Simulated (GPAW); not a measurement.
# TaN (P6_3/mmc) in GPAW: further runs

One crystal, TaN, is run at these levels: PBE, RPBE; tasks: single point.

Program: GPAW 26.7.0. These are calculated values, not measurements. Logs are shortened: lines on timing, memory, paths and dates and some standing lists are left out, and cuts for length are marked. The log counts tension as positive stress, the text compression.

### 1 The structure

The structure is hexagonal, space group P6_3/mmc (No. 194). The conventional cell has a = 2.922 Å, b = 2.922 Å, c = 5.917 Å, α = 90.00°, β = 90.00°, γ = 120.00°. Ta (site symmetry -3m) has 6 N at 2.24 Å as nearest neighbours. Around N (site symmetry -6m2) lie 6 Ta at 2.24 Å.

The cell comes from a database or a generator and needn't be the stable form of this composition.

### 2 Single point, PBE

Input file run.py:

```python
from ase.dft.bandgap import bandgap
from ase.io import read, write
from ase.units import GPa
from gpaw import GPAW, PW

atoms = read('TaN.xyz')

calc = GPAW(mode=PW(800),
            xc='PBE',
            kpts={'size': (10, 10, 5), 'gamma': True},
            occupations={'name': 'methfessel-paxton', 'order': 0, 'width': 0.05},
            nbands=34,
            convergence={'density': 1e-05, 'energy': 1e-05},
            maxiter=150,
            txt='gpaw.txt')
atoms.calc = calc
energy = atoms.get_potential_energy()
forces = atoms.get_forces()
stress = atoms.get_stress()
calc.write('gs.gpw')
write('result.traj', atoms)
print(f'Energy: {energy:.6f} eV')
print('Forces (eV/A):')
print(forces.round(4))
print('Stress (GPa):', (stress / GPa).round(3))
print('Fermi level:', round(calc.get_fermi_level(), 4), 'eV')
print(f'Gap: {bandgap(calc)[0]:.4f} eV, direct: {bandgap(calc, direct=True)[0]:.4f} eV')
```

Input file TaN.xyz:

```xyz
4
Lattice="2.9217699809 0.0000000000 0.0000000000 -1.4608849905 2.5303270275 0.0000000000 0.0000000000 0.0000000000 5.9165150000" Properties=species:S:1:pos:R:3 pbc="T T T"
Ta     0.0000000000      0.0000000000      2.9582575000
Ta     0.0000000000      0.0000000000      0.0000000000
N     -0.0000000002      1.6868846851      1.4791287500
N      1.4608849906      0.8434423424      4.4373862500
```

Potentials or basis: GPAW PAW data sets (gpaw-data 1.2.1), pw.

Launch:

```console
$ OMP_NUM_THREADS=1 python run.py
```

gpaw.txt:

```text
__  _  _
 | _ |_)|_||  |
 |__||  | ||/\| - 26.7.0

Input parameters:
  mode=PW(ecut=800.0),
  convergence={'density': 1e-05, 'energy': 1e-05},
  kpts=MonkhorstPack(size=(10, 10, 5), gamma=True),
  maxiter=150,
  nbands=34,
  occupations=Occupations(name='methfessel-paxton', order=0, width=0.05),
  xc=XC(name='PBE')

Diagonalizing LCAO Hamiltonian
Converting LCAO to pw mode

           N

       Ta
        N

       Ta

Atoms  # Å, Bohr magnetons
|   | symbol |         x |        y |        z |    initial magnetic moments |
|---|--------|-----------|----------|----------|-----------------------------|
| 0 |     Ta |  0.000000 | 0.000000 | 2.958258 | ( 0.0000,  0.0000,  0.0000) |
| 1 |     Ta |  0.000000 | 0.000000 | 0.000000 | ( 0.0000,  0.0000,  0.0000) |
| 2 |      N | -0.000000 | 1.686885 | 1.479129 | ( 0.0000,  0.0000,  0.0000) |
| 3 |      N |  1.460885 | 0.843442 | 4.437386 | ( 0.0000,  0.0000,  0.0000) |

Unit cell  # Å
| periodic |         x |        y |        z |  lengths |     angles |
|----------|-----------|----------|----------|----------|------------|
|      yes |  2.921770 | 0.000000 | 0.000000 | 2.921770 |  90.000000 |
|      yes | -1.460885 | 2.530327 | 0.000000 | 2.921770 |  90.000000 |
|      yes |  0.000000 | 0.000000 | 5.916515 | 5.916515 | 120.000000 |

Number of symmetries: 12
Symmetry operations  # r_c * U_cc + t_c -> r_c
|    | kind |            matrix            |
|----|------|------------------------------|
|  0 |  σ   |  1, 1, 0,  0,-1, 0,  0, 0, 1 |
|  1 |  S6  |  1, 1, 0, -1, 0, 0,  0, 0,-1 |
|  2 |  E   |  1, 0, 0,  0, 1, 0,  0, 0, 1 |
|  3 |  C2  |  1, 0, 0, -1,-1, 0,  0, 0,-1 |
|  4 |  C2  |  0, 1, 0,  1, 0, 0,  0, 0,-1 |
|  5 |  C3  |  0, 1, 0, -1,-1, 0,  0, 0, 1 |
|  6 |  S6  |  0,-1, 0,  1, 1, 0,  0, 0,-1 |
|  7 |  σ   |  0,-1, 0, -1, 0, 0,  0, 0, 1 |
|  8 |  σ   | -1, 0, 0,  1, 1, 0,  0, 0, 1 |
|  9 |  i   | -1, 0, 0,  0,-1, 0,  0, 0,-1 |
| 10 |  C3  | -1,-1, 0,  1, 0, 0,  0, 0, 1 |
| 11 |  C2  | -1,-1, 0,  0, 1, 0,  0, 0,-1 |

BZ-sampling:
  Number of BZ points: 500
  Number of IBZ points: 58

  Monkhorst-Pack size: [10, 10, 5]
  Monkhorst-Pack shift: [0.05, 0.05, 0.0]

K-points  # in reciprocal-cell coordinates
|     |                                coordinates |     weight |
|-----|--------------------------------------------|------------|
|   0 | (  0.00000000,   0.00000000,   0.00000000) | 0.00200000 |
|   1 | (  0.00000000,   0.00000000,   0.20000000) | 0.00400000 |
|   2 | (  0.00000000,   0.00000000,   0.40000000) | 0.00400000 |
|   3 | (  0.10000000,   0.00000000,  -0.40000000) | 0.01200000 |
|   4 | (  0.10000000,   0.00000000,  -0.20000000) | 0.01200000 |
|   5 | (  0.10000000,   0.00000000,   0.00000000) | 0.01200000 |
|   6 | (  0.10000000,   0.00000000,   0.20000000) | 0.01200000 |
|   7 | (  0.10000000,   0.00000000,   0.40000000) | 0.01200000 |
|   8 | (  0.20000000,  -0.10000000,   0.00000000) | 0.01200000 |
|   9 | (  0.20000000,  -0.10000000,   0.20000000) | 0.02400000 |
| ... |                                            |            |
|  57 | (  0.50000000,   0.50000000,   0.40000000) | 0.01200000 |

Plane wave coefficients: 2271
Cutoff: 800.0 eV

Spin-components: 1 (collinear spins)
Bands:           34
Projectors:      22
Spin-degeneracy: 2
Datatype:        complex128

Parallelization:
  kpt:    1
  domain: 1
  band:   1

Density:
  Valence electrons: 36.0
  Components: 1
  Grid points: [20 20 40]
  Charge: 0.0  # |e|

Potential:
  Grid points: [20 20 40]

species:
  Ta:
    name:    Tantalum
    Z:       73.0
    valence: 13
    core:    60
    charge:  0.0  # [|e|]
    compensation charges:
      type: gauss
      rc: 0.42  # [Å]
      lmax: 2
    cutoffs:
      filter: 2.36  # [Å]
      core: 3.45  # [Å]
    projectors
    | kind |    occ | energy [eV] | rcut [Å] |
    |------|--------|-------------|----------|
    |   5s |  2.000 |     -72.790 |    1.365 |
    |   6s |  2.000 |      -5.429 |    1.365 |
    |   5p |  6.000 |     -39.427 |    1.349 |
    |   6p |  0.000 |      -1.396 |    1.349 |
    |   5d |  3.000 |      -3.603 |    1.307 |
    |    d |        |      23.609 |    1.307 |

    Using partial waves for Ta as LCAO basis

  N:
    name:    Nitrogen
    Z:       7.0
    valence: 5
    core:    2
    charge:  0.0  # [|e|]
    compensation charges:
      type: gauss
      rc: 0.18  # [Å]
      lmax: 2
    cutoffs:
      filter: 1.11  # [Å]
      core: 0.96  # [Å]
    projectors
    | kind |    occ | energy [eV] | rcut [Å] |
    |------|--------|-------------|----------|
    |   2s |  2.000 |     -18.583 |    0.603 |
    |   2p |  3.000 |      -7.089 |    0.529 |
    |    s |        |       8.629 |    0.603 |
    |    p |        |      20.123 |    0.529 |
    |    d |        |       0.000 |    0.577 |

    Using partial waves for N as LCAO basis

Reference energy: -851308.325810  # eV

eigensolver:
  PPCG
  Converge bands: occupied
  niter=2

density mixing:
  MSR1-Mixer
  Pratt-step length: 0.05
  Maximum mixing coefficient: 0.75
  Old densities: 10
  SVD Regularization: 0.005
  Good broyden scale: 1.0
  Trust region scale: 1.0
  Backstep threshold: 4.0
  History deletion threshold: 6.0
  Fourier metric: weight=20.0, sigma=0.015

occupation numbers:
  Methfessel-Paxton:
    width: 0.0500  # eV
    order: 0

poisson solver:
  ecut: 6400.0  # eV

xc functional:
  name: PBE with 2 nearest neighbor stencil

convergence criteria:
- Maximum integral of absolute [dens]ity change: 1e-05 electrons / valence electron
- Maximum [total energy] change in last 3 cyles: 1e-05 eV / valence electron
- Maximum integral of absolute [eigenst]ate change: 4e-08 eV^2 / valence electron
maximum number of iterations: 150

SCF iterations
|iter     | |      energy | eigst |  dens |
|---------|-|-------------|-------|-------|
|iter:   1| |  -43.076560 | +0.11 |       |
|iter:   2| |  -42.182638 | -2.16 | -0.98 |
|iter:   3| |  -40.280082 | -1.40 | -1.04 |
|iter:   4| |  -40.293477 | -2.94 | -1.68 |
|iter:   5| |  -40.312445 | -3.18 | -1.89 |
|iter:   6| |  -40.312363 | -4.72 | -2.84 |
|iter:   7| |  -40.312376c| -6.60 | -3.57 |
|iter:   8| |  -40.312379c| -7.23 | -4.01 |
|iter:   9| |  -40.312378c| -8.05c| -4.23 |
|iter:  10| |  -40.312378c| -8.21c| -4.96 |
|iter:  11| |  -40.312378c| -8.95c| -5.58c|

Converged in 11 steps
Energy contributions relative to reference atoms: (reference = -851308.325810)

Energy contributions:
  Kinetic:          35.110765
  Coulomb:         -37.601999
  Zero:             -0.181612
  External:          0.000000
  Xc:              -37.638703
  Entropy:          -0.001659
  Spinorbit:         0.000000
  ----------------------------
  Free energy:     -40.313207
  Extrapolated:    -40.312378

dipole moment: (-10.467619, -18.130449, -21.196685)  # |e|*Ang

Fermi level: 13.949
Eigenvalues  # (at kpt = [0.000, 0.000, 0.000])
| band index |      eig [eV] | occ [0-2] |
|------------|---------------|-----------|
|          0 |       -54.390 |     2.000 |
|        ... |               |           |
|         11 |         9.178 |     2.000 |
|         12 |         9.178 |     2.000 |
|         13 |         9.712 |     2.000 |
|         14 |        10.463 |     2.000 |
|         15 |        11.965 |     2.000 |
|         16 |        11.965 |     2.000 |
|         17 |        13.744 |     2.000 |
|         18 |        13.744 |     2.000 |
|         19 |        14.518 |     0.000 |
|         20 |        14.518 |     0.000 |
|         21 |        16.301 |     0.000 |
|         22 |        17.086 |     0.000 |
|         23 |        17.868 |     0.000 |
|         24 |        17.868 |     0.000 |
|         25 |        19.887 |     0.000 |
|         26 |        19.887 |     0.000 |
|        ... |               |           |
|         33 |        31.056 |     0.000 |

No gap
No difference between direct/indirect transitions

Forces  # eV/Ang
|        x |        y |        z |
|----------|----------|----------|
| -0.00000 |  0.00000 |  0.00000 |  # Ta   0
|  0.00000 |  0.00000 |  0.00000 |  # Ta   1
|  0.00000 | -0.00000 |  0.00001 |  # N    2
| -0.00000 |  0.00000 | -0.00001 |  # N    3

Stress tensor  # eV/Ang^3
|        x |         y |         z |
|----------|-----------|-----------|
| 0.007509 |  0.000000 |  0.000000 |
| 0.000000 |  0.007509 | -0.000000 |
| 0.000000 | -0.000000 |  0.007852 |

# Writing to gs.gpw (mode='')
```

It took 65 s on 1 thread of Arm Neoverse V2, shared host; peak memory 0.25 GiB.

What came out:

| Quantity | Value |
| --- | --- |
| Free energy | -40.3132 eV |
| Pressure | -1.2 GPa |
| Band gap on the k mesh | none (metal or under the smearing width) |

### 3 Single point, RPBE

run.py: that of step 2 with these lines changed.

```diff
@@ -5,8 +5,8 @@
 
-atoms = read('TaN.xyz')
+atoms = read('POSCAR')
 
 calc = GPAW(mode=PW(800),
-            xc='PBE',
+            xc='RPBE',
             kpts={'size': (10, 10, 5), 'gamma': True},
-            occupations={'name': 'methfessel-paxton', 'order': 0, 'width': 0.05},
+            occupations={'name': 'methfessel-paxton', 'order': 0, 'width': 0.02},
             nbands=34,
```

Input file POSCAR:

```
TaN
1.0
    2.9217699809      0.0000000000      0.0000000000
   -1.4608849905      2.5303270275      0.0000000000
    0.0000000000      0.0000000000      5.9165150000
Ta N
2 2
Direct
    0.0000000000      0.0000000000      0.5000000000
    0.0000000000      0.0000000000      0.0000000000
    0.3333333333      0.6666666667      0.2500000000
    0.6666666667      0.3333333333      0.7500000000
```

Potentials or basis: the program's PAW data sets (release 1.2.1) made for this functional, pw.

Launch:

```console
$ OMP_NUM_THREADS=1 python run.py
```

gpaw.txt:

```text
__  _  _
 | _ |_)|_||  |
 |__||  | ||/\| - 26.7.0

Input parameters:
  mode=PW(ecut=800.0),
  convergence={'density': 1e-05, 'energy': 1e-05},
  kpts=MonkhorstPack(size=(10, 10, 5), gamma=True),
  maxiter=150,
  nbands=34,
  occupations=Occupations(name='methfessel-paxton', order=0, width=0.02),
  xc=XC(name='RPBE')

Diagonalizing LCAO Hamiltonian
Converting LCAO to pw mode

           N

       Ta
        N

       Ta

Atoms  # Å, Bohr magnetons
|   | symbol |         x |        y |        z |    initial magnetic moments |
|---|--------|-----------|----------|----------|-----------------------------|
| 0 |     Ta |  0.000000 | 0.000000 | 2.958258 | ( 0.0000,  0.0000,  0.0000) |
| 1 |     Ta |  0.000000 | 0.000000 | 0.000000 | ( 0.0000,  0.0000,  0.0000) |
| 2 |      N | -0.000000 | 1.686885 | 1.479129 | ( 0.0000,  0.0000,  0.0000) |
| 3 |      N |  1.460885 | 0.843442 | 4.437386 | ( 0.0000,  0.0000,  0.0000) |

Unit cell  # Å
| periodic |         x |        y |        z |  lengths |     angles |
|----------|-----------|----------|----------|----------|------------|
|      yes |  2.921770 | 0.000000 | 0.000000 | 2.921770 |  90.000000 |
|      yes | -1.460885 | 2.530327 | 0.000000 | 2.921770 |  90.000000 |
|      yes |  0.000000 | 0.000000 | 5.916515 | 5.916515 | 120.000000 |

Number of symmetries: 12
Symmetry operations  # r_c * U_cc + t_c -> r_c
|    | kind |            matrix            |
|----|------|------------------------------|
|  0 |  σ   |  1, 1, 0,  0,-1, 0,  0, 0, 1 |
|  1 |  S6  |  1, 1, 0, -1, 0, 0,  0, 0,-1 |
|  2 |  E   |  1, 0, 0,  0, 1, 0,  0, 0, 1 |
|  3 |  C2  |  1, 0, 0, -1,-1, 0,  0, 0,-1 |
|  4 |  C2  |  0, 1, 0,  1, 0, 0,  0, 0,-1 |
[... 141 lines left out ...]
|iter     | |      energy | eigst |  dens |
|---------|-|-------------|-------|-------|
|iter:   1| |  -40.956546 | +0.12 |       |
|iter:   2| |  -40.065801 | -2.13 | -0.97 |
|iter:   3| |  -38.166971 | -1.38 | -1.04 |
|iter:   4| |  -38.189063 | -2.95 | -1.67 |
|iter:   5| |  -38.213734 | -3.15 | -1.89 |
|iter:   6| |  -38.213693 | -4.77 | -2.86 |
|iter:   7| |  -38.213714c| -6.71 | -3.55 |
|iter:   8| |  -38.213718c| -7.15 | -3.99 |
|iter:   9| |  -38.213717c| -8.18c| -4.30 |
|iter:  10| |  -38.213717c| -8.40c| -5.03c|

Converged in 10 steps
Energy contributions relative to reference atoms: (reference = -851338.212016)

Energy contributions:
  Kinetic:          37.305331
  Coulomb:         -39.578688
  Zero:             -0.130809
  External:          0.000000
  Xc:              -35.809427
  Entropy:          -0.000248
  Spinorbit:         0.000000
  ----------------------------
  Free energy:     -38.213841
  Extrapolated:    -38.213717

dipole moment: (-10.449496, -18.099058, -21.159985)  # |e|*Ang

Fermi level: 14.052
Eigenvalues  # (at kpt = [0.000, 0.000, 0.000])
| band index |      eig [eV] | occ [0-2] |
|------------|---------------|-----------|
|          0 |       -54.330 |     2.000 |
|        ... |               |           |
|         11 |         9.286 |     2.000 |
|         12 |         9.286 |     2.000 |
|         13 |         9.820 |     2.000 |
|         14 |        10.568 |     2.000 |
|         15 |        12.069 |     2.000 |
|         16 |        12.069 |     2.000 |
[... 8 lines left out ...]
|         25 |        20.008 |     0.000 |
|         26 |        20.008 |     0.000 |
|        ... |               |           |
|         33 |        31.185 |     0.000 |

No gap
No difference between direct/indirect transitions

Forces  # eV/Ang
|        x |        y |        z |
|----------|----------|----------|
| -0.00000 |  0.00000 |  0.00000 |  # Ta   0
|  0.00000 |  0.00000 |  0.00000 |  # Ta   1
|  0.00000 | -0.00000 |  0.00000 |  # N    2
| -0.00000 |  0.00000 | -0.00000 |  # N    3

Stress tensor  # eV/Ang^3
|         x |         y |         z |
|-----------|-----------|-----------|
| -0.024112 | -0.000000 |  0.000000 |
| -0.000000 | -0.024112 |  0.000000 |
|  0.000000 |  0.000000 | -0.029922 |

# Writing to gs.gpw (mode='')
```

Run time: 63 s. Hardware: 1 thread of Arm Neoverse V2, shared host; peak memory 0.25 GiB.

What came out:

| Item | Value |
| --- | --- |
| Free energy | -38.2138 eV |
| Pressure | 4.2 GPa |
| Band gap on the k mesh | none (metal or under the smearing width) |

Stress tensor (GPa, compression positive):
```
3.86 0.00 0.00
0.00 3.86 0.00
0.00 0.00 4.79
```

Spin-orbit coupling is left out, which matters for the levels of Ta.
